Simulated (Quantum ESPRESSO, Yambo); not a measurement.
Planning a run of Quantum ESPRESSO 7.5 on BAs (F-43m). The input:

```
&control
  calculation = 'scf'
  prefix = 'x'
  outdir = 'o'
  pseudo_dir = 'pseudo'
/
&system
  ibrav = 0
  nat = 2
  ntyp = 2
  ecutwfc = 76.0
  nbnd = 28
  force_symmorphic = .true.
  noncolin = .true.
  lspinorb = .true.
/
&electrons
  conv_thr = 1e-10
  electron_maxstep = 80
  mixing_beta = 0.5
/
ATOMIC_SPECIES
  B 10.81 B.upf
  As 74.922 As.upf
CELL_PARAMETERS angstrom
  -0.0000000000 2.3885000000 2.3885000000
  2.3885000000 -0.0000000000 2.3885000000
  2.3885000000 2.3885000000 -0.0000000000
ATOMIC_POSITIONS crystal
  B 0.0000000000 0.0000000000 0.0000000000
  As 0.2500000000 0.2500000000 0.2500000000
K_POINTS automatic
  8 8 8 0 0 0
```

```sh
OMP_NUM_THREADS=1 mpirun -n 4 pw.x -nk 4 -in pw.in > pw.out
```

How long will it take on 4 MPI ranks of Arm Neoverse V1, shared host, and how much memory?

It took 16 s; on shared hardware allow 8.1 s to 33 s. Peak host memory was 0.34 GiB.

[Paths, hosts, dates, memory and timing lines, banners, echoed tables and standing remarks are left out of the program output.]

[Logs are printed without paths, hosts, clocks, repeated set-up lines and the standing remarks that a program may print on its own settings, such as how far it seeks lower states.]

[Runs of the session that timed out or met a known fault of the program may be left out.]

[Hosts, paths, dates, database ids (printed as entryN), source tags and the programs' standing remarks are cut or masked in the printed files.]
